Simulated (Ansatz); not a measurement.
**BN under changes of volume**

One of the cells (9.145 Å³/atom); the others are scaled copies at fixed shape and fractional positions:

```xyz
2
Lattice="1.2511 0.7223 3.3729 -1.2511 0.7223 3.3729 0.0000 -1.4447 3.3729" Properties=species:S:1:pos:R:3 pbc="T T T"
N     0.0000    0.0000    6.7517
B     0.0000    0.0000    0.0033
```

The cell is a database's computed one.

```yaml
Program: Ansatz 0.2.0
Functional: HSE06
Potentials_or_basis: Ansatz PAW
Cutoff: "420 eV (not typed: the program's choice for these potentials)"
k_mesh: 8 × 8 × 8
Occupations: fermi-dirac, width 0.05 eV
Spin: no spin polarisation
```

```csv
volume (Å³/atom),energy over the lowest point (meV/atom),pressure (GPa),gap on the mesh (eV),largest force (eV/Å)
8.596,22.85,15.5,5.64,0.002
8.779,8.74,9.4,5.62,0.003
8.962,1.32,3.7,5.60,0.005
9.145,0.00,-1.4,5.57,0.006
9.328,4.26,-6.1,5.55,0.007
9.510,?,?,?,?
9.693,27.77,-14.2,5.50,0.010
```

What does the run at 9.510 Å³/atom give?

Energy over the lowest point 13.71 meV/atom; pressure -10.3 GPa; gap on the mesh 5.52 eV; largest force 0.009 eV/Å.

Worked out: A Birch-Murnaghan fit of order 3 (a polynomial in V^(-2/3)) to the other rows has its minimum at 9.09 Å³/atom with B0 = V·E''(V) = 250 GPa and B' = 3.3 at fixed shape and positions, which overstates the stiffness. It gives 13.64 meV/atom at 9.510 Å³/atom, against the run's 13.71, and -dE/dV = -10.4 GPa, against -10.3. A straight line through the other rows of the gap, of slope -1.18 eV per unit of ln V, gives 5.53 eV, against the run's 5.52.

Energies are extrapolated to zero smearing.

Caveats: the PAW data sets come from PBE, with cores solved anew for the run's functional, which leaves a small shift of forces and pressure; the thresholds are loose for stress.

A mesh can miss the band edges.
